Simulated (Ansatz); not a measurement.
# Stack of Hf2NF2 MXene under honeycomb BP, shifted by two thirds of the diagonal in a perpendicular field, part 2 of 3

Wanted: the out-of-plane response of the stack of Hf2NF2 MXene under honeycomb BP, shifted by two thirds of the diagonal. A positive field points along +c.

Ansatz 0.2.0; plane-wave DFT, PBE-D4, Ansatz PAW.

So far. Step 2 (Relaxation): The lattice constant a goes from 3.214 to 3.228 Å.

### Step 3. Single point, field 0

A sawtooth potential applies the field, turning back in the middle of the vacuum. With the dipole correction the typed value is the field outside the slab. The induced dipole is small, so the SCF threshold is tight.

The cell differs from the one that the last finished run ended in (c 46.234 → 26.019 Å).

Contents of input.yaml:

```yaml
crystal:
  lattice:
    - [3.227535889, 0.0, 0.0]
    - [-1.6137679445, 2.7951280715, 0.0]
    - [0.0, 0.0, 26.0185035382]
  atoms:
    - { symbol: F, position: [0.3333333333, 0.6666666667, 0.3459076725] }
    - { symbol: Hf, position: [0.6666666667, 0.3333333333, 0.397933785] }
    - { symbol: "N", position: [0.0, 0.0, 0.4424397631] }
    - { symbol: Hf, position: [0.3333333333, 0.6666666667, 0.4868670934] }
    - { symbol: F, position: [0.6666666667, 0.3333333333, 0.5375066991] }
    - { symbol: P, position: [0.3333333333, 0.6666666667, 0.6540506268] }
    - { symbol: B, position: [0.0, 0.0, 0.6540923275] }
kpoints:
  mp_grid: { grid: [18, 18, 1] }
  band_path:
    path: [[0, 0, 0], [0.5, 0, 0], [0.33333333, 0.33333333, 0], [0, 0, 0]]
    npoints: 16
hamiltonian:
  xc: pbe
  dispersion: d4
scf:
  occupations: { method: fermi_dirac, width: 0.02585 }
  convergence: { dr2_threshold: 1.0e-10 }
efield:
  axis: 3
  dipole_correction: true
  ramp_position: 0.97
  ramp_width: 0.06
  amplitude: 0
output:
  dos: { projected: true, e_range: [-6, 5] }
  bader: true
  write_potential: true
  write_density: true
  volumetric_format: npy
  elf: true
```

On the command line:

```sh
$ ansatz run input.yaml --threads 4 --pin off --max-ram 6144MiB --backend cpu --events-out ev --progress --plain --runs-dir out
```

Numbers of over 12 decimals in the logs are rounded to 6 here.

The program printed:

```text
[...]
Crystal: 7 atoms, lattice volume = 234.723 Å³
Basis set: ecut = 420 eV, 4671 PW (Γ)
Bands: 48, of which v1, the nominal top of the filled ones, is band 40 counted from 1 (39 counted from 0)
Symmetry: 6 space group operations
[...]
k-points: 37 of 324 (time reversal used)
[...]
SCF iter   1: F=—  HF=-34362.064801 eV  |F-HF|=—  |Δ(HF+E_count)|=         —  Δρ=3.88e-3  dr2=4.66e-2  ethr=1.77e-3  p=-0.039 e·Å  D=-3.05e-2 V/Å  ΔV_dip=0.79 eV  dr2_dipole=3.58e-3  V_vac-E_F(+/−)=4.11/3.32 eV  ⟨swp⟩=9.8  Hψ=8294  notcnv=0  defer=3
efield: sawtooth ramp at fractional position 0.9700 (set: `efield.ramp_position`, or a place that a band, a saddle search or an elastic batch's reference lends), width 0.0600; the density the first Hamiltonian is built on has a dipole p = -0.039 e·Å; the dipole correction subtracts the counter field D = -3.05e-2 V/Å, which shifts the + side's vacuum level by +0.79 eV against the − side's; the planar-averaged density in the ramp window peaks in size at 3.4e-5 e/Å³
[...]
SCF iter   2: F=—  HF=-34362.068911 eV  |F-HF|=—  |Δ(HF+E_count)|=   4.11e-3  Δρ=3.45e-3  dr2=1.14e-1  ethr=5.89e-5  p=-0.038 e·Å  D=-2.93e-2 V/Å  ΔV_dip=0.76 eV  dr2_dipole=3.61e-2  V_vac-E_F(+/−)=3.93/3.16 eV  ⟨swp⟩=3.8  Hψ=4006  notcnv=0  defer=96
[...]
SCF iter  11: F=-34362.060131 eV  HF=-34362.060131 eV  |F-HF|=2.26e-10  |Δ(HF+E_count)|=  2.18e-10  Δρ=9.76e-8  dr2=2.07e-11  ethr=1.00e-12  p=-0.044 e·Å  D=-3.40e-2 V/Å  ΔV_dip=0.88 eV  dr2_dipole=6.80e-14  V_vac-E_F(+/−)=4.08/3.19 eV  ⟨swp⟩=12.8  Hψ=7120  notcnv=0
SCF 1 converged in 11 iterations: F = -34362.060131 eV  dr2 = 2.07e-11
[...]
NSCF: frozen V_eff on 49 k-points
efield: sawtooth ramp at fractional position 0.9700 (kept from the solve that this one continues, or follows in the run), width 0.0600; the density the first Hamiltonian is built on has a dipole p = -0.044 e·Å; the dipole correction subtracts the counter field D = -3.40e-2 V/Å, which shifts the + side's vacuum level by +0.88 eV against the − side's; the planar-averaged density in the ramp window peaks in size at 1.3e-7 e/Å³
[...]
SCF converged after 11 iterations
Free energy (F): -34362.060131 eV
[...]
Internal energy: -34362.054928 eV  (E = F + TS)
E sigma→0 (E₀):  -34362.057530 eV
Entropy (-TS):   -0.005203 eV (-0.743 meV/atom)
Fermi energy:    3.672064 eV
Dipole field:    D = -0.033999 V/Å  (p = -0.044102 e·Å, saw-weighted, corrected)
Work function:   Φ+ = 4.0782 eV   Φ− = 3.1935 eV
Levels:          The Fermi level and band energies are counted from a zero that moves with the ramp; work functions are not
[...]
--- Band table (eV; the first three rows and the last of 37) ---
  k-point 0: bands = [... 36 lower, 0.9357, 0.9357, 3.1552, 3.1552, 3.7363, 3.9515, 4.6655, 5.9845, ... 4 higher]
  k-point 1: bands = [... 36 lower, 0.6864, 0.8424, 2.9850, 3.2276, 3.8304, 3.9809, 4.8465, 5.6548, ... 4 higher]
  k-point 2: bands = [... 36 lower, 0.0305, 0.5964, 2.6093, 3.4407, 3.8715, 4.2823, 5.1516, 5.4414, ... 4 higher]
  k-point 36: bands = [... 36 lower, -2.4518, 2.5109, 3.4605, 3.4783, 3.6227, 3.6739, 5.9747, 6.8403, ... 4 higher]
--- Bader charges: 7 sites ---
  site symbol  charge [e]  shift [e]
     0      F     -0.7994     0.0004
     1     Hf      1.8020     0.0031
     2      N     -2.0075     0.0054
     3     Hf      1.8289     0.0032
     4      F     -0.8077     0.0005
     5      P     -0.7141     0.0092
     6      B      0.6977     0.0092
  estimated error of the sums over rays = 7.1e-4 e
```

Elapsed: 34 s, on 4 threads of Arm Neoverse V2, shared host; peak memory 0.82 GiB.

Reading the cycles: dr2 is the Hartree energy of the density residual (eV), the measure of convergence; HF is the Harris–Foulkes estimate of the energy, which meets the free energy F at convergence.

Numbers from this step:

```
energy at zero smearing        : -34362.0575 eV
work function, upper face      : 4.078 eV
work function, lower face      : 3.194 eV
dipole along the normal        : -0.04410 e·Å
step between the vacuum levels : 0.8846 eV
```

Running mean over a fixed 2.7 Å (it still follows the layers) of the planar mean; the ramp of the sawtooth is left out. Table of electron's electrostatic potential energy less the Fermi level by z:

| z (Å) | electron's electrostatic potential energy less the Fermi level (eV) |
| --- | --- |
| 4 | 3.19 |
| 5 | 3.19 |
| 6 | 3.19 |
| 7 | 3.02 |
| 8 | 0.0830 |
| 9 | -5.38 |
| 10 | -10.7 |
| 11 | -12.5 |
| 12 | -12.6 |
| 13 | -10.8 |
| 14 | -5.42 |
| 15 | -0.754 |
| 16 | -5.05 |
| 17 | -7.25 |
| 18 | -4.94 |
| 19 | 2.69 |
| 20 | 4.01 |
| 21 | 4.07 |
| 22 | 4.08 |

The density of states has structure finer than the step of the table below, so its rows give means over 0.2 eV, whole bins alone (the curve runs from -6 to 1.99 eV). Peaks (eV: height): -4.79: 2.19, -2.17: 2.43, -1.67: 2.81, -0.32: 2.37, 0.34: 3.67, 1.61: 6.06, 1.94: 5.72.

The density of states by energy, zero at the Fermi level; means over each step:

energy (eV), density of states (states/eV a cell) and a bar from the least value:
```
     -5.8       1.26 #######
     -5.6       0.68 ##
     -5.4       0.70 ##
     -5.2       0.79 ###
     -5.0       1.35 ########
     -4.8       1.78 ###########
     -4.6       0.96 ####
     -4.4       1.55 #########
     -4.2       1.15 ######
     -4.0       0.98 #####
     -3.8       1.07 #####
     -3.6       0.97 ####
     -3.4       0.94 ####
     -3.2       0.99 #####
     -3.0       1.77 ###########
     -2.8       1.35 ########
     -2.6       1.46 ########
     -2.4       1.59 ##########
     -2.2       1.90 ############
     -2.0       1.63 ##########
     -1.8       1.66 ##########
     -1.6       1.62 ##########
     -1.4       1.11 ######
     -1.2       0.60 #
     -1.0       0.43 
     -0.8       0.78 ###
     -0.6       1.20 ######
     -0.4       1.62 ##########
     -0.2       1.34 ########
      0.0       1.47 #########
      0.2       2.01 #############
      0.4       2.65 ##################
      0.6       1.92 ############
      0.8       1.83 ############
      1.0       1.79 ###########
      1.2       2.02 #############
      1.4       2.78 ###################
      1.6       3.74 ###########################
      1.8       4.07 ##############################
```

Projected DOS per atom over height of the atomic layer and energy from the Fermi level. Layers: F Hf N Hf F BP from below.

Values in states/eV, 22 rows by 6 columns, each cell a mean:
```
0.11 1.42 0.32 1.41 0.11 0.35
0.10 1.10 0.26 1.07 0.09 0.20
0.06 0.65 0.15 0.55 0.04 0.18
0.04 0.54 0.11 0.47 0.04 0.28
0.05 0.63 0.10 0.59 0.05 0.39
0.04 0.58 0.06 0.55 0.04 0.12
0.03 0.67 0.04 0.65 0.03 0.01
0.03 0.42 0.03 0.41 0.03 0.01
0.01 0.21 0.02 0.20 0.01 0.02
0.03 0.39 0.04 0.38 0.04 0.13
0.05 0.53 0.05 0.52 0.05 0.22
0.04 0.42 0.03 0.41 0.04 0.42
0.03 0.37 0.02 0.37 0.04 0.32
0.03 0.32 0.01 0.32 0.03 0.42
0.00 0.04 0.00 0.04 0.01 0.45
0.00 0.00 0.00 0.00 0.01 0.48
0.00 0.00 0.00 0.00 0.01 0.51
0.00 0.00 0.00 0.00 0.01 0.66
0.00 0.00 0.00 0.00 0.02 0.70
0.00 0.00 0.00 0.00 0.01 0.52
0.00 0.00 0.01 0.00 0.00 0.33
0.14 0.21 1.11 0.21 0.15 0.33
```
Columns: height of the atomic layer (Å) from 9 to 17.0 (not evenly spaced); rows upwards: energy from the Fermi level (eV) from -5.96 to 1.96.

Electronic bands along the path, in eV, zero at the Fermi level:

```csv
point,band 37,band 38,band 39,band 40,band 41,band 42,band 43,band 44
Γ,-2.74,-2.74,-0.52,-0.52,0.06,0.28,0.99,2.31
halfway,-4.15,-3.91,-2.15,0.39,0.82,1.36,2.00,2.39
M,-4.70,-3.14,-2.16,0.35,1.63,1.73,2.33,2.74
halfway,-6.03,-2.19,-1.83,0.26,1.11,1.38,2.10,3.11
K,-6.12,-1.16,-0.21,-0.19,-0.05,0.00,2.30,3.17
halfway,-4.84,-3.84,-1.64,-0.82,1.87,1.99,2.12,2.22
Γ,-2.74,-2.74,-0.52,-0.52,0.06,0.28,0.99,2.31
```

Valence density in the ca plane at fractional y = 0.667, with atoms of F and Hf and P within 0.2 Å of it. It is the smooth field of the valence electrons, not physical close to the nuclei.

Values in e/Å³, 5 rows by 16 columns, each cell a mean:
```
 0  0  0  0  0  0  0  1  1  0  0  0  0  0  0  0
 0  0  0  0  0  0  0  0  0  1  0  0  0  0  0  0
 0  0  0  0  0  1  3  0  0  8  6  0  0  0  1  0
 0  0  0  0  0  1  6  0  0 13  9  0  0  0  0  0
 0  0  0  0  0  0  1  0  0  2  1  0  0  0  1  0
```
Columns run along c (16.0 Å, from fractional 0.11 to 0.73 of the cell), rows up along a (3.2 Å). Atoms in or near the plane, at fractional coordinates: F at (0.35, 0.33), Hf at (0.49, 0.33), P at (0.65, 0.33).

Electrostatic potential energy in the ca plane at fractional y = 0.667, with atoms of F and Hf and P within 0.2 Å of it. With pseudopotentials it is smooth inside the atoms' cores, unlike the true potential.

Values in eV, 5 rows by 16 columns, each cell a mean:
```
 -1 -13  -2   0   1   5   7   4   1   6   7   7   7   7   7   7
  0  -8  -1  -7  -4   4   7   2  -2   6   7   7   7   7   7   7
-18   1  -2 -32 -24   3   6 -14 -32   3   7   7   7   7   7   7
-27   2  -2 -34 -28   2   6 -20 -37   1   7   7   7   7   7   7
 -2  -3  -1 -17 -11   4   6  -2 -12   5   7   7   7   7   7   7
```
Columns run along c (16.0 Å, from fractional 0.35 to 0.96 of the cell; values clipped at the 3rd and 97th percentile), rows up along a (3.2 Å). Atoms in or near the plane, at fractional coordinates: Hf at (0.49, 0.33), P at (0.65, 0.33).

ELF in the ca plane at fractional y = 0.667, with atoms of F and Hf and P within 0.2 Å of it. It is the smooth field of the valence electrons, not physical close to the nuclei.

Values, 5 rows by 16 columns, each cell a mean:
```
0.09 0.28 0.41 0.31 0.20 0.41 0.05 0.42 0.55 0.24 0.02 0.00 0.00 0.00 0.00 0.00
0.23 0.19 0.33 0.26 0.18 0.25 0.09 0.61 0.73 0.40 0.05 0.00 0.00 0.00 0.00 0.00
0.68 0.18 0.25 0.67 0.53 0.04 0.26 0.69 0.48 0.68 0.17 0.01 0.00 0.00 0.00 0.00
0.68 0.22 0.27 0.75 0.63 0.03 0.31 0.63 0.30 0.72 0.21 0.01 0.00 0.00 0.00 0.00
0.43 0.14 0.29 0.37 0.26 0.12 0.15 0.72 0.76 0.53 0.09 0.00 0.00 0.00 0.00 0.00
```
Columns run along c (16.0 Å, from fractional 0.35 to 0.96 of the cell), rows up along a (3.2 Å). Atoms in or near the plane, at fractional coordinates: Hf at (0.49, 0.33), P at (0.65, 0.33).

The work function of the upper face is 4.08 eV.

### Step 4. Single point, field 0.1 V/Å

Edit input.yaml of step 3 so:

```diff
@@ -29,6 +29,4 @@
   ramp_width: 0.06
-  amplitude: 0
+  amplitude: 0.1
 output:
-  dos: { projected: true, e_range: [-6, 5] }
-  bader: true
   write_potential: true
@@ -36,2 +34 @@
   volumetric_format: npy
-  elf: true
```

The program printed:

```text
[...]
Crystal: 7 atoms, lattice volume = 234.723 Å³
Basis set: ecut = 420 eV, 4671 PW (Γ)
Bands: 48, of which v1, the nominal top of the filled ones, is band 40 counted from 1 (39 counted from 0)
Symmetry: 6 space group operations
[...]
k-points: 37 of 324 (time reversal used)
[...]
k-point 0: bands = [... 36 lower, 0.9761, 0.9761, 3.1908, 3.1908, 3.7571, 3.9803, 4.6860, 5.9534, ... 4 higher]
  k-point 1: bands = [... 36 lower, 0.7269, 0.8829, 3.0201, 3.2632, 3.8580, 4.0024, 4.8649, 5.6740, ... 4 higher]
  k-point 2: bands = [... 36 lower, 0.0713, 0.6370, 2.6441, 3.4763, 3.9053, 4.2953, 5.1649, 5.4753, ... 4 higher]
  k-point 36: bands = [... 36 lower, -2.4154, 2.5587, 3.5045, 3.5128, 3.6571, 3.7093, 6.0059, 6.8748, ... 4 higher]
[key lines of the parts left out:]
SCF converged after 14 iterations
Free energy (F): -34362.058076 eV
Fermi energy:    3.708172 eV
Dipole field:    D = 0.002296 V/Å  (p = 0.002978 e·Å, saw-weighted, corrected)
```

Run time: 21 s. Hardware: 4 threads; peak memory 0.8 GiB; 83 s of CPU time.

The dipole is 0.00298 e·Å, 0.0471 e·Å from its value without field.

### Step 5. Atoms held, field -0.1 V/Å

Edit input.yaml of step 4 so:

```diff
@@ -29,3 +29,3 @@
   ramp_width: 0.06
-  amplitude: 0.1
+  amplitude: -0.1
 output:
```

The program printed:

```text
[...]
Crystal: 7 atoms, lattice volume = 234.723 Å³
Basis set: ecut = 420 eV, 4671 PW (Γ)
Bands: 48, of which v1, the nominal top of the filled ones, is band 40 counted from 1 (39 counted from 0)
Symmetry: 6 space group operations
[...]
k-points: 37 of 324 (time reversal used)
[...]
k-point 0: bands = [... 36 lower, 0.8952, 0.8952, 3.1183, 3.1183, 3.7125, 3.9216, 4.6431, 5.9830, ... 4 higher]
  k-point 1: bands = [... 36 lower, 0.6458, 0.8019, 2.9487, 3.1908, 3.8002, 3.9578, 4.8255, 5.6292, ... 4 higher]
  k-point 2: bands = [... 36 lower, -0.0103, 0.5557, 2.5733, 3.4040, 3.8365, 4.2656, 5.1352, 5.4065, ... 4 higher]
  k-point 36: bands = [... 36 lower, -2.4895, 2.4629, 3.4149, 3.4440, 3.5871, 3.6373, 5.9422, 6.8047, ... 4 higher]
[key lines of the parts left out:]
SCF converged after 15 iterations
Free energy (F): -34362.066898 eV
Fermi energy:    3.634648 eV
Dipole field:    D = -0.070330 V/Å  (p = -0.091230 e·Å, saw-weighted, corrected)
```

It took 20 s on 4 threads; peak memory 0.84 GiB.

The dipole is -0.0912 e·Å, -0.0471 e·Å from its value without field.

### Step 6. Single point, field 0.5 V/Å

Edit input.yaml of step 5 so:

```diff
@@ -29,3 +29,3 @@
   ramp_width: 0.06
-  amplitude: -0.1
+  amplitude: 0.5
 output:
```

The program printed:

```text
[...]
Crystal: 7 atoms, lattice volume = 234.723 Å³
Basis set: ecut = 420 eV, 4671 PW (Γ)
Bands: 48, of which v1, the nominal top of the filled ones, is band 40 counted from 1 (39 counted from 0)
Symmetry: 6 space group operations
[...]
k-points: 37 of 324 (time reversal used)
[...]
k-point 0: bands = [... 36 lower, 1.1649, 1.1649, 3.2866, 3.2866, 3.7683, 4.0491, 4.6807, 5.0016, ... 4 higher]
  k-point 1: bands = [... 36 lower, 0.9160, 1.0718, 3.1140, 3.3590, 3.8929, 4.0428, 4.8147, 5.1078, ... 4 higher]
  k-point 2: bands = [... 36 lower, 0.2612, 0.8262, 2.7369, 3.5720, 3.9951, 4.2600, 5.0455, 5.3832, ... 4 higher]
  k-point 36: bands = [... 36 lower, -2.3168, 2.7728, 3.5961, 3.7156, 3.7492, 3.8046, 6.0880, 6.9694, ... 4 higher]
[key lines of the parts left out:]
SCF converged after 15 iterations
Free energy (F): -34362.096748 eV
Fermi energy:    3.803666 eV
Dipole field:    D = 0.145767 V/Å  (p = 0.189083 e·Å, saw-weighted, corrected)
```

It took 22 s on 4 threads; peak memory 0.83 GiB; 85 s of CPU time.

The dipole is 0.189 e·Å, 0.233 e·Å from its value without field.

### Step 7. Single point, field -0.3 V/Å

Edit input.yaml of step 6 so:

```diff
@@ -29,4 +29,6 @@
   ramp_width: 0.06
-  amplitude: 0.5
+  amplitude: -0.3
 output:
+  dos: { projected: true, e_range: [-6, 5] }
+  bader: true
   write_potential: true
@@ -34 +36,2 @@
   volumetric_format: npy
+  elf: true
```

The program printed:

```text
[...]
Crystal: 7 atoms, lattice volume = 234.723 Å³
Basis set: ecut = 420 eV, 4671 PW (Γ)
Bands: 48, of which v1, the nominal top of the filled ones, is band 40 counted from 1 (39 counted from 0)
Symmetry: 6 space group operations
[...]
k-points: 37 of 324 (time reversal used)
[...]
k-point 36: bands = [... 36 lower, -2.5673, 2.3662, 3.3223, 3.3736, 3.5135, 3.5617, 5.8751, 6.7309, ... 4 higher]
--- Bader charges: 7 sites ---
  site symbol  charge [e]  shift [e]
     0      F     -0.7935     0.0004
     1     Hf      1.8122     0.0031
     2      N     -2.0077     0.0054
     3     Hf      1.8280     0.0032
     4      F     -0.8076     0.0005
     5      P     -0.7277     0.0090
     6      B      0.6965     0.0090
  estimated error of the sums over rays = 7.1e-4 e
[key lines of the parts left out:]
SCF converged after 14 iterations
Free energy (F): -34362.094580 eV
Fermi energy:    3.557254 eV
Dipole field:    D = -0.143099 V/Å  (p = -0.185622 e·Å, saw-weighted, corrected)
```

Elapsed: 35 s, on 4 threads; peak memory 0.87 GiB; 2.3 min of CPU time.

The dipole is -0.186 e·Å, -0.142 e·Å from its value without field.

### Step 8. Response, atoms held

This step: plane-wave DFT, PBE-D4, Ansatz PAW; response to a field along the normal, atoms held (Ansatz 0.2.0).

The dipoles give the slope, and the difference of two potentials shows where the field is screened.

Numbers from this step:

```yaml
equivalent_conductor_thickness_p_eps_0ae: 9.448 Å
distance_between_the_outer_atoms: 8.019 Å
```

Dipole of the cell against applied field:

| applied field (V/Å) | dipole of the cell (e·Å) |
| --- | --- |
| -0.300 | -0.186 |
| -0.100 | -0.0912 |
| 0.000 | -0.0441 |
| 0.100 | 0.00298 |
| 0.500 | 0.189 |

Local field over the applied field, running mean. From the potentials at -0.1 and 0.1 V/Å; running mean over 2.5 Å. Table of local field over applied field by z:

z (Å), local field over applied field and a bar from the least value:
```
      4.5      1.000 ##############################
      5.0      1.000 ##############################
      5.5      0.999 ##############################
      6.0      0.996 ##############################
      6.5      0.985 ##############################
      7.0      0.951 #############################
      7.5      0.871 ##########################
      8.0      0.753 #######################
      8.5      0.610 ##################
      9.0      0.455 ##############
      9.5      0.301 #########
     10.0      0.183 ######
     10.5      0.098 ###
     11.0      0.041 #
     11.5      0.007 
     12.0     -0.004 
     12.5     -0.005 
     13.0      0.000 
     13.5      0.005 
     14.0      0.006 
     14.5      0.004 
     15.0     -0.001 
     15.5      0.004 
     16.0      0.011 
     16.5      0.019 #
     17.0      0.084 ###
     17.5      0.216 #######
     18.0      0.381 ############
     18.5      0.562 #################
     19.0      0.749 #######################
     19.5      0.886 ###########################
     20.0      0.956 #############################
     20.5      0.985 ##############################
     21.0      0.995 ##############################
     21.5      0.999 ##############################
```

The induced electron density oscillates, so the rows of the table below give means over windows of 0.5 Å about each position, cut where the curve ends. Its maxima inside the range that stand out by 2 % of the span (Å: e/Å³ per V/Å): 8.38: 0.00314, 9.11: 0.00208, 10.26: 0.00156, 15.47: 2.1e-4, 17.06: 0.00113. Its minima: 8.82: 0.00144, 9.54: 7.9e-4, 12.00: -2.9e-4, 16.48: -9.7e-4, 18.07: -0.00413.

Electrons, planar mean, per unit field. Table of induced electron density by z; means over each step:

```csv
z (Å),induced electron density (e/Å³ per V/Å)
4.5,4.2e-7
5.0,1.3e-6
5.5,4.3e-6
6.0,1.6e-5
6.5,5.9e-5
7.0,2.1e-4
7.5,7.2e-4
8.0,0.00198
8.5,0.00271
9.0,0.00178
9.5,0.00108
10.0,0.00126
10.5,0.00100
11.0,2.8e-4
11.5,2.3e-4
12.0,-2.2e-4
12.5,-7.0e-5
13.0,-9.8e-6
13.5,-4.6e-5
14.0,-2.2e-5
14.5,2.0e-6
15.0,1.0e-4
15.5,1.9e-4
16.0,-1.6e-4
16.5,-7.4e-4
17.0,6.2e-4
17.5,-0.00148
18.0,-0.00388
18.5,-0.00314
19.0,-0.00156
19.5,-6.1e-4
20.0,-2.1e-4
20.5,-6.7e-5
21.0,-2.0e-5
21.5,-5.3e-6
```

By hand: between -0.1 and 0.1 V/Å the dipole changes by 0.09421 e·Å, a slope of 0.4710 e·Å²/V. A perfect conductor of thickness t has p = ε₀AEt, so t = 180.95 × 0.4710 / 9.021 = 9.45 Å (e/ε₀ = 180.95 V·Å, A in Å²).

The induced dipole is that of a conductor 9.45 Å thick.

(Part 2 of 3 ends here.)

[Logs are printed without paths, hosts, clocks, repeated set-up lines and the standing remarks that a program may print on its own settings, such as how far it seeks lower states.]

[Hosts, paths, dates, database ids (printed as entryN), source tags and the programs' standing remarks are cut or masked in the printed files.]

[Maps of the electrostatic potential energy from Ansatz leave out the sawtooth potential of an applied field or a dipole correction, so their vacuum need not be flat; planar profiles and work functions include it.]

[The density of states shown here was stored with 400 of the rows of the run's finer table, so its peaks can read low, often by over a quarter, or be missed, and its means over a window can be off by a tenth or more.]
